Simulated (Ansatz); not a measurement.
# SiC (Moissanite): equation of state with PBE+D4

The system is SiC (Moissanite).

```
Si C
1.0
     3.07600    0.00000    0.00000
    -1.53800    2.66389    0.00000
     0.00000    0.00000    5.04800
Si C
2 2
Cartesian
  1.5380 0.8880 2.5240
  0.0000 1.7759 0.0000
  1.5380 0.8880 4.4675
  0.0000 1.7759 1.9435
```

```json
{
 "Program": "Ansatz 0.2.0",
 "Task": "equation of state",
 "Functional": "PBE",
 "Dispersion": "D4",
 "Potentials or basis": "Ansatz PAW",
 "Cutoff": "420 eV",
 "Density cutoff": "1680 eV",
 "k mesh": "10 × 10 × 5",
 "Occupations": "fermi-dirac, width 0.05 eV",
 "Spin": "no spin polarisation"
}
```

```json
{
  "Equilibrium volume": "10.32 Å³/atom",
  "Bulk modulus at fixed shape and positions": "220 GPa",
  "Pressure derivative of the bulk modulus": "4.0"
}
```

Energy against volume, from the lowest point:
| volume (Å³/atom) | energy (meV/atom) |
| --- | --- |
| 9.721 | 26.06 |
| 9.927 | 10.70 |
| 10.134 | 2.25 |
| 10.341 | 0.00 |
| 10.548 | 3.40 |
| 10.755 | 11.87 |
| 10.961 | 24.94 |

All runs of the series together: 9.4 s on 2 threads of Arm Neoverse V2, with other jobs on the host.

Caveat: the cell was scaled at fixed shape and fractional positions, which overstates the stiffness of a crystal with free parameters, most of all of layers and chains.
